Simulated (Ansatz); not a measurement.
**The puckered SnTe bilayer (AB) between two gates**

Aim: screening and gap of the neutral puckered SnTe bilayer (AB) between oppositely charged gates.

Main program and level: Ansatz 0.2.0; plane-wave DFT, PBE-D3(BJ), Ansatz PAW, in the first sound run; inputs show where later runs differ.

## (1) Set-up

The cell holds 8 atoms: 4 Sn and 4 Te. Its edges and angles: a = 4.570 Å, b = 4.550 Å, c = 48.962 Å, α = 90.0°, β = 90.0°, γ = 90.0°. Regions: layer 1: puckered SnTe, 4 atoms (2 Sn and 2 Te); layer 2: puckered SnTe, 4 atoms (2 Sn and 2 Te). Vacuum lies along c.

## (2) Relaxing the slab

The starting cell is a guess, so the in-plane lattice and the atoms are relaxed first, with the slab cut off from its images along the normal.

The input, input.yaml:

```yaml
crystal:
  lattice:
    - [4.57, 0.0, 0.0]
    - [0.0, 4.55, 0.0]
    - [0.0, 0.0, 48.9616000003]
  atoms:
    - { symbol: Sn, position: [0.06, 0.0, 0.4084833829] }
    - { symbol: Te, position: [0.44, 0.5, 0.4105257998] }
    - { symbol: Te, position: [0.94, 0.0, 0.4673213294] }
    - { symbol: Sn, position: [0.56, 0.5, 0.4693637463] }
    - { symbol: Sn, position: [0.06, 0.5, 0.5306362537] }
    - { symbol: Te, position: [0.44, 0.0, 0.5326786706] }
    - { symbol: Te, position: [0.94, 0.5, 0.5894742002] }
    - { symbol: Sn, position: [0.56, 0.0, 0.5915166171] }
  periodic: [true, true, false]
kpoints:
  mp_grid: { grid: [8, 8, 1] }
hamiltonian:
  xc: pbe
  dispersion: d3bj
scf:
  occupations: { method: fermi_dirac, width: 0.05 }
  convergence: { dr2_threshold: 1.0e-09 }
relax:
  f_tol: 0.004
  max_steps: 90
  cell: {}
output:
  write_potential: true
  write_density: true
  volumetric_format: npy
```

On the command line:

```console
$ ansatz run input.yaml --threads 4 --pin off --max-ram 16384MiB --backend cpu --events-out ev --progress --plain --runs-dir out
```

Numbers of over 12 decimals in the logs are rounded to 6 here.

Log:

```text
Warning: relax.cell: scf.convergence.dr2_threshold = 1e-9 eV is looser than the 2.225051285e-10 eV advised for a relaxation that steers and ends on the stress (1e-10 eV for each atom of the cell: 8, times the square of relax.cell.stress_2d_tol = 0.05 N/m over 19.0 Å (the atoms' height at the walk's start and 5 Å past either face), 2.637e-2 GPa, over a crystal's default 0.05). What an SCF threshold leaves in a stress goes as its square root, and in the free energy as the threshold itself, and one threshold admits the most on a small cell: [figures from the program's tests cut] Set scf.convergence.dr2_threshold to 2.225051285e-10 eV or tighter. [rest of the remark cut]
Engine: ansatz 0.2.0, aarch64-unknown-linux-gnu
Pseudopotentials: kind: paw
Pseudopotential: Sn, paw, valence charge 14, recommended cutoff 420 eV (normal), Sn.paw.azcp
Pseudopotential: Te, paw, valence charge 16, recommended cutoff 420 eV (normal), Te.paw.azcp
Functional definition: PBE
  parameter kappa = 0.804
  parameter beta = 0.066725
  exchange = pbe_x(kappa = kappa, mu = beta*pi^2/3)
  correlation = pbe_c(beta = beta)
Crystal: 8 atoms, lattice volume = 1018.083 Å³
Basis set: ecut = 420 eV, 19891 PW (Γ), exchange–correlation on 64×64×720 points (8 copies of the dense FFT grid, shifted against one another)
Bands: 72, of which v1, the nominal top of the filled ones, is band 60 counted from 1 (59 counted from 0)
Symmetry: 4 space group operations
Space group: Pmc21 (ITA 26), of the structure as read, at distance tolerance 1.0e-4 Å
k-points: 25 of 64 (time reversal used)
Non-local potential: Sn, projectors of the file, l = 0: 2, l = 1: 2, l = 2: 2, l = 3: 2
Non-local potential: Te, projectors of the file, l = 0: 2, l = 1: 2, l = 2: 2, l = 3: 2
PAW form: soft (Blöchl's): semilocal exchange-correlation on the pseudo side does not see the compensation charge
PAW one-centre angular grid: Sn, 590 points (default); XC on 64 Gauss nodes
PAW one-centre angular grid: Te, 590 points (default); XC on 64 Gauss nodes
Initial density: superposition of atomic densities (neutral atoms: chi_scale 0, normalization atom), corrected by the library's trained network
Initial wavefunctions: pseudopotential atomic-orbital guess
Functional: x = pbe(κ = 0.804, μ = 0.219515), c = pbe(β = 0.066725)
SCF iter   1: F=—  HF=-52020.634451 eV  |F-HF|=—  |Δ(HF+E_count)|=         —  Δρ=8.84e-4  dr2=3.93e-2  ethr=1.77e-3  ⟨swp⟩=15.5  Hψ=10873  notcnv=0  defer=18
preconditioner: auto → Resta (q_TF=auto, 1.910 Å⁻¹)  ε∞=1.9  [insulator: Δε(μ)=1.112 eV  Ē_g=7.895 eV  σ=0.050 eV  W_gap=1.00  n_scr=112 (ndim 8)  ℏωp=7.4 eV  f_vac=0.730  D(μ)=0.00/eV (n_scr^D=0)  ε∞_Penn≈1.9  vacuum switching on, ρ_ref=4.5e-3 e/Å³]
SCF iter   2: F=—  HF=-52020.640340 eV  |F-HF|=—  |Δ(HF+E_count)|=   5.89e-3  Δρ=7.04e-4  dr2=8.37e-2  ethr=3.28e-5  ⟨swp⟩=5.0  Hψ=4868  notcnv=0  defer=102
SCF iter   3: F=—  HF=-52020.632331 eV  |F-HF|=—  |Δ(HF+E_count)|=   8.01e-3  Δρ=3.34e-4  dr2=4.40e-3  ethr=3.28e-5  ⟨swp⟩=2.9  Hψ=2234  notcnv=0  defer=102
SCF iter   4: F=—  HF=-52020.632408 eV  |F-HF|=—  |Δ(HF+E_count)|=   7.65e-5  Δρ=1.21e-4  dr2=2.05e-4  ethr=3.67e-6  ⟨swp⟩=3.0  Hψ=2305  notcnv=0  defer=102
SCF iter   5: F=—  HF=-52020.632533 eV  |F-HF|=—  |Δ(HF+E_count)|=   1.25e-4  Δρ=4.12e-5  dr2=1.96e-5  ethr=1.71e-7  ⟨swp⟩=3.3  Hψ=3460  notcnv=0  defer=102
SCF iter   6: F=—  HF=-52020.632477 eV  |F-HF|=—  |Δ(HF+E_count)|=   5.54e-5  Δρ=1.24e-5  dr2=2.04e-6  ethr=1.63e-8  ⟨swp⟩=3.2  Hψ=3839  notcnv=0  defer=102
SCF iter   7: F=—  HF=-52020.632533 eV  |F-HF|=—  |Δ(HF+E_count)|=   5.51e-5  Δρ=3.46e-6  dr2=1.66e-7  ethr=1.70e-9  ⟨swp⟩=3.5  Hψ=3855  notcnv=0  defer=102
SCF iter   8: F=—  HF=-52020.632533 eV  |F-HF|=—  |Δ(HF+E_count)|=   1.05e-7  Δρ=1.02e-6  dr2=1.26e-8  ethr=1.38e-10  ⟨swp⟩=3.0  Hψ=3593  notcnv=0  defer=102
SCF iter   9: F=—  HF=-52020.632533 eV  |F-HF|=—  |Δ(HF+E_count)|=   9.47e-9  Δρ=3.38e-7  dr2=2.16e-9  ethr=1.05e-11  ⟨swp⟩=3.1  Hψ=3778  notcnv=0  defer=102
SCF iter  10: F=-52020.632533 eV  HF=-52020.632533 eV  |F-HF|=7.28e-12  |Δ(HF+E_count)|=  8.29e-10  Δρ=8.32e-8  dr2=1.11e-10  ethr=1.00e-12  ⟨swp⟩=11.9  Hψ=12456  notcnv=0
SCF 1 converged in 10 iterations: F = -52020.632533 eV  dr2 = 1.11e-10
  greatest PAW one-centre occupation: 0.998 electrons in one spin orbital (limit 2), on the Te atom at site 5 (counted from 0), in its partial waves of l = 2
relax step   1: F+E_penalty+E_count = -52020.63253262 eV  Δ(F+E_penalty+E_count) = +0.000e0 eV  max|allowed force component| = 9.777e-1 eV/Å  Δτ_max = 0.0000 Å  P = +4.906 N/m  Ω = 1018.083 Å³  fix = [c, alpha, beta]  reactions: c +0.000 N/m  (10 SCF iters, accepted)
Crystal: 8 atoms, lattice volume = 1032.439 Å³
Basis set: ecut = 420 eV, 20179 PW (Γ), exchange–correlation on 64×64×720 points (8 copies of the dense FFT grid, shifted against one another)
Initial density: handed on by an earlier stage of this run
Initial wavefunctions: those handed on with the density
iter 1 solved again at ethr=1.97e-4 eV; its pass at ethr=3.10e-3 eV (dr2=2.36e-1 eV) is discarded
SCF iter   1: F=—  HF=-52021.141632 eV  |F-HF|=—  |Δ(HF+E_count)|=         —  Δρ=3.71e-3  dr2=2.37e-1  ethr=1.97e-4  ⟨swp⟩=4.3  Hψ=11421  notcnv=0
preconditioner: auto → Resta (q_TF=auto, 1.906 Å⁻¹)  ε∞=1.9  [insulator: Δε(μ)=0.676 eV  Ē_g=7.590 eV  σ=0.050 eV  W_gap=1.00  n_scr=112 (ndim 8)  ℏωp=7.3 eV  f_vac=0.728  D(μ)=0.00/eV (n_scr^D=0)  ε∞_Penn≈1.9  vacuum switching on, ρ_ref=4.2e-3 e/Å³]
SCF iter   2: F=—  HF=-52021.091789 eV  |F-HF|=—  |Δ(HF+E_count)|=   4.98e-2  Δρ=1.78e-3  dr2=3.54e-2  ethr=1.97e-4  ⟨swp⟩=4.8  Hψ=3311  notcnv=0
SCF iter   3: F=—  HF=-52021.092957 eV  |F-HF|=—  |Δ(HF+E_count)|=   1.17e-3  Δρ=8.78e-4  dr2=4.29e-2  ethr=2.95e-5  ⟨swp⟩=4.0  Hψ=3410  notcnv=0
SCF iter   4: F=—  HF=-52021.092901 eV  |F-HF|=—  |Δ(HF+E_count)|=   5.68e-5  Δρ=5.23e-4  dr2=3.36e-2  ethr=2.95e-5  ⟨swp⟩=3.4  Hψ=2715  notcnv=0  defer=22
SCF iter   5: F=—  HF=-52021.090505 eV  |F-HF|=—  |Δ(HF+E_count)|=   2.40e-3  Δρ=2.44e-4  dr2=6.17e-3  ethr=2.80e-5  ⟨swp⟩=1.7  Hψ=2094  notcnv=0  defer=24
SCF iter   6: F=—  HF=-52021.090034 eV  |F-HF|=—  |Δ(HF+E_count)|=   4.71e-4  Δρ=5.85e-5  dr2=1.87e-4  ethr=5.14e-6  ⟨swp⟩=2.6  Hψ=2346  notcnv=0  defer=24
SCF iter   7: F=—  HF=-52021.090049 eV  |F-HF|=—  |Δ(HF+E_count)|=   1.48e-5  Δρ=1.88e-5  dr2=5.06e-6  ethr=1.56e-7  ⟨swp⟩=3.3  Hψ=3081  notcnv=0  defer=24
SCF iter   8: F=—  HF=-52021.090064 eV  |F-HF|=—  |Δ(HF+E_count)|=   1.46e-5  Δρ=7.17e-6  dr2=7.02e-7  ethr=4.21e-9  ⟨swp⟩=3.2  Hψ=4014  notcnv=0  defer=20
[...]
Initial wavefunctions: pseudopotential atomic-orbital guess (no wavefunctions were taken with the density)
iter 1 solved again at ethr=1.83e-6 eV; its pass at ethr=3.10e-3 eV (dr2=2.20e-3 eV) is discarded
SCF iter   1: F=—  HF=-52021.161590 eV  |F-HF|=—  |Δ(HF+E_count)|=         —  Δρ=8.96e-5  dr2=2.20e-6  ethr=1.83e-6  ⟨swp⟩=6.0  Hψ=17109  notcnv=0
eigensolver tolerance schedule: the retry pair's looser diagonalisation over-reported the residual by 997.24 of it (diagonalisation noise at 1.44 of the residual, at the tolerance the schedule requests for it); recorded, not acted on — ethr = c·dr2/N_el stays at c = 1.0e-1
preconditioner: auto → Resta (q_TF=auto, 1.902 Å⁻¹)  ε∞=1.9  [insulator: Δε(μ)=0.841 eV  Ē_g=7.542 eV  σ=0.050 eV  W_gap=1.00  n_scr=112 (ndim 8)  ℏωp=7.3 eV  f_vac=0.726  D(μ)=0.00/eV (n_scr^D=0)  ε∞_Penn≈1.9  vacuum switching on, ρ_ref=4.1e-3 e/Å³]
SCF iter   2: F=—  HF=-52021.164447 eV  |F-HF|=—  |Δ(HF+E_count)|=   2.86e-3  Δρ=4.49e-5  dr2=5.83e-7  ethr=1.83e-9  ⟨swp⟩=4.1  Hψ=4022  notcnv=0
SCF iter   3: F=—  HF=-52021.165872 eV  |F-HF|=—  |Δ(HF+E_count)|=   1.42e-3  Δρ=5.60e-6  dr2=7.55e-7  ethr=4.86e-10  ⟨swp⟩=4.3  Hψ=4009  notcnv=0
SCF iter   4: F=—  HF=-52021.165900 eV  |F-HF|=—  |Δ(HF+E_count)|=   2.87e-5  Δρ=3.34e-6  dr2=1.87e-7  ethr=4.86e-10  ⟨swp⟩=2.0  Hψ=2031  notcnv=0  defer=1
SCF iter   5: F=—  HF=-52021.165920 eV  |F-HF|=—  |Δ(HF+E_count)|=   1.96e-5  Δρ=1.28e-6  dr2=4.02e-9  ethr=1.56e-10  ⟨swp⟩=2.4  Hψ=2173  notcnv=0  defer=1
iter 6 met the thresholds in force, and the SCF goes on: an eigenvalue changes by 1.17 meV, over its tolerance of 1.07 meV (output.eigenvalues, Limitations)
SCF iter   6: F=-52021.165927 eV  HF=-52021.165926 eV  |F-HF|=6.53e-7  |Δ(HF+E_count)|=   6.12e-6  Δρ=2.92e-7  dr2=3.98e-10  ethr=1.00e-12  ⟨swp⟩=19.8  Hψ=14886  notcnv=0
SCF iter   7: F=-52021.165927 eV  HF=-52021.165927 eV  |F-HF|=2.50e-8  |Δ(HF+E_count)|=   6.28e-7  Δρ=6.48e-8  dr2=6.55e-11  ethr=1.00e-12  ⟨swp⟩=8.4  Hψ=10493  notcnv=0
WARN: dispersion: an atom stands within reach of a switch of its C6 between two reference coordination numbers of its element: through that C6 alone, e_disp changes by 0.025 eV or more while the distances to its neighbours run over a stretch of 0.05 Å that contains this geometry (sites counted from 0 in the run's list of atoms or, in a supercell that it derives, in that cell's: here a list of 8) — site 3 (Sn): coordination number 3.504 (about 3.23 to 3.78 with every neighbour 0.05 Å farther or nearer), switch near 3.419 between the references 3.912 (weight 0.66) and 2.926 (weight 0.34), e_disp changing by some 0.03 eV; [rest of the remark cut]
SCF 12 converged in 7 iterations: F = -52021.165927 eV  dr2 = 6.55e-11
relax step  12: F+E_penalty+E_count = -52021.16592664 eV  Δ(F+E_penalty+E_count) = -1.220e-3 eV  max|allowed force component| = 3.505e-3 eV/Å  Δτ_max = 0.0000 Å  P = -0.011 N/m  Ω = 1046.911 Å³  fix = [c, alpha, beta]  reactions: c +0.000 N/m  stress off target by 1.34e-2 N/m on what of the cell is left free  SCF on the basis re-selected at this cell (its energy is not comparable with the rows above)  (7 SCF iters)
basis re-selected at this cell: Δ(F+E_penalty+E_count) = -1.220e-3 eV, ΔP = -0.005 N/m vs the last step (what re-selecting the basis moved, of the pressure what is left beyond the Pulay correction that the steps carried, after the strain that the cell walked since its last selection, with what the two solves' SCF thresholds leave and, on support functions, any second-order correction that the steps lacked; it is no m [...]
WARN: The input density's exchange-correlation potential varies sharply where the density is thin. Do not read a vacuum level from v_tot or v_xc, or from such a field of the output density. On a cell that repeats whose density bears no net charge and no dipole along the vacuum's axis use v_es (v_loc + v_h of the components); under efield.dipole_correction with no amplitude use v_es + v_field, which holds any external [...]
dispersion: the relaxed geometry stands within reach of a switch of an atom's C6, across which e_disp changes (each atom's share, over what another start of this relaxation can change, by strains that relax.cell.fix and crystal.periodic leave, which move a neighbour at the mean distance by 0.05 Å at the most, and each atom moved with its periodic images by 0.025 Å at the most, and none along a coordinate that relax.c [...]
SCF converged after 7 iterations
an eigenvalue changed by more than its tolerance at an iteration that met the thresholds in force, so the SCF went on 1 time: the last check found none over its tolerance
Free energy (F): -52021.165927 eV
Harris-Foulkes:  -52021.165927 eV  (|F-HF|=2.50e-8)
Internal energy: -52021.165903 eV  (E = F + TS)
E sigma→0 (E₀):  -52021.165915 eV
Entropy (-TS):   -0.000023 eV (-0.003 meV/atom)
Fermi energy:    -3.907649 eV
--- Per-component energies (eV) ---
  E_band       = -3021.794360
  E_kinetic    = 1459.818207
  E_local      = -511698.901175  (includes V_loc(G=0)·N_el)
  E_nonlocal   = -1372.059845
  E_hartree    = 256155.617830
  E_xc         = -2027.374054
  E_vxc        = -798.973865  (∫ρ·V_xc dr)
  E_paw        = -35183.402107  (= ΣΔE_a)
  E_vpaw       = -2922.914378  (= ΣTr[D̂ρ^β])
  E_aug_tail   = -0.000769  (compensation charges beyond the density's cutoff)
  E_ewald      = 240647.731098
  E_disp       = -2.595088  (pairwise vdW)
  E_smearing   = -0.000023  (= −TS)
  E_closure    = -0.000000  (closes the sum)
  Σ components = -52021.165927   (vs F -52021.165927, Δ=0.00e0)
--- Forces (eV/Å), atoms counted from 1 ---
  atom   1  Sn     0.00157189     0.00000000     0.00294275
  atom   2  Te    -0.00202523     0.00000000    -0.00350500
  atom   3  Te     0.00103446     0.00000000    -0.00348634
  atom   4  Sn    -0.00058147     0.00000000     0.00348076
  atom   5  Sn    -0.00058147     0.00000000    -0.00348076
  atom   6  Te     0.00103446     0.00000000     0.00348634
  atom   7  Te    -0.00202523     0.00000000     0.00350500
  atom   8  Sn     0.00157189     0.00000000    -0.00294275
  max |Σ_I F_I| component: 6.74e-7 eV/Å
--- 2D stress c σ (N/m, compression-positive) ---
       -0.013392       0.000000       0.000000
        0.000000      -0.007660       0.000000
        0.000000       0.000000       0.000000
  P = ½ c Tr σ = -0.0105 N/m
--- Band table (eV; the first three rows and the last of 25) ---
  k-point 0: bands = [... 56 lower, -5.9022, -5.7495, -5.0543, -4.9012, -3.3040, -2.0373, -1.6866, -1.6551, ... 8 higher]
  k-point 1: bands = [... 56 lower, -5.7175, -5.6393, -5.0463, -4.8841, -3.3347, -1.9673, -1.7656, -1.4973, ... 8 higher]
  k-point 2: bands = [... 56 lower, -5.4522, -5.3658, -4.9630, -4.8713, -3.3126, -2.7515, -2.5023, -2.3672, ... 8 higher]
  k-point 24: bands = [... 56 lower, -5.9139, -5.9139, -5.9036, -5.9036, -1.8659, -1.8659, -1.7115, -1.7115, ... 8 higher]
  the weakly bound empty levels are not read free of the cell's end (no_gap_told)
--- Relaxed structure (11 steps of the walk, 11 accepted, 1 SCFs on fresh bases) ---
  F+E_penalty+E_count = -52021.16592664 eV   max|allowed force component| = 3.505e-3 eV/Å   (the final SCF, on the basis selected at the relaxed cell)
  cell:  # Å, volume = 1046.9106 Å³
    - [4.739452, 0.0, 0.0]
    - [0.0, 4.511551, 0.0]
    - [0.0, 0.0, 48.9616000003]
  atoms:
    - { symbol: Sn, position: [0.031158, 0, 0.407432] }
    - { symbol: Te, position: [0.469456, 0.500000, 0.406096] }
    - { symbol: Te, position: [0.968742, 0, 0.466901] }
    - { symbol: Sn, position: [0.530644, 0.500000, 0.466007] }
    - { symbol: Sn, position: [0.030644, 0.500000, 0.533993] }
    - { symbol: Te, position: [0.468742, 0, 0.533099] }
    - { symbol: Te, position: [0.969456, 0.500000, 0.593904] }
    - { symbol: Sn, position: [0.531158, 0, 0.592568] }
```

The job ended after 12 min (4 threads of Arm Neoverse V1, shared host; peak memory 2.6 GiB).

Step by step:

```
step  energy less that of the first step (eV)  largest force component (eV/Å)  volume (Å³)
   1                                   0.0000                          0.9777      1018.08
   2                                  -0.4575                          0.3699      1032.44
   3                                  -0.5065                          0.0751      1028.06
   4                                  -0.5094                          0.0810      1030.44
   5                                  -0.5169                          0.0503      1032.54
   6                                  -0.5218                          0.0673      1061.47
   7                                  -0.5301                          0.0238      1043.53
   8                                  -0.5316                          0.0128      1043.43
   9                                  -0.5316                          0.0238      1044.62
  10                                  -0.5322                          0.0096      1046.59
  11                                  -0.5322                          0.0036      1046.91
 12*                                  -0.5334                          0.0035      1046.91
```

Relaxation steps marked * repeat the geometry before them on a plane-wave basis chosen anew for their cell, so energy and pressure can jump there.

Forces are held to the 4 operations that the run works with; a distortion that breaks them can't arise in this run.

```
cell as run  before  after  change
      a (Å)   4.570  4.739  +3.7 %
      b (Å)   4.550  4.512  -0.8 %
```

The atoms that moved most (Å, along periodic axes as changes of fractional coordinates times the final cell, across vacuum about the mean position):

```
atom      dx     dy      dz  length
 Te2   0.140  0.000  -0.217   0.258
 Te7   0.140  0.000   0.217   0.258
 Sn5  -0.139  0.000   0.164   0.215
 Sn4  -0.139  0.000  -0.164   0.215
 Sn8  -0.137  0.000   0.051   0.146
 Sn1  -0.137  0.000  -0.051   0.146
 Te3   0.136  0.000  -0.021   0.138
 Te6   0.136  0.000   0.021   0.138
```

The lattice constant a goes from 4.570 to 4.739 Å.

(Continued in part 2 of 4.)

[Logs are printed without paths, hosts, clocks, repeated set-up lines and the standing remarks that a program may print on its own settings, such as how far it seeks lower states.]

[Hosts, paths, dates, database ids (printed as entryN), source tags and the programs' standing remarks are cut or masked in the printed files.]

[Maps of the electrostatic potential energy from Ansatz leave out the sawtooth potential of an applied field or a dipole correction, so their vacuum need not be flat; planar profiles and work functions include it.]
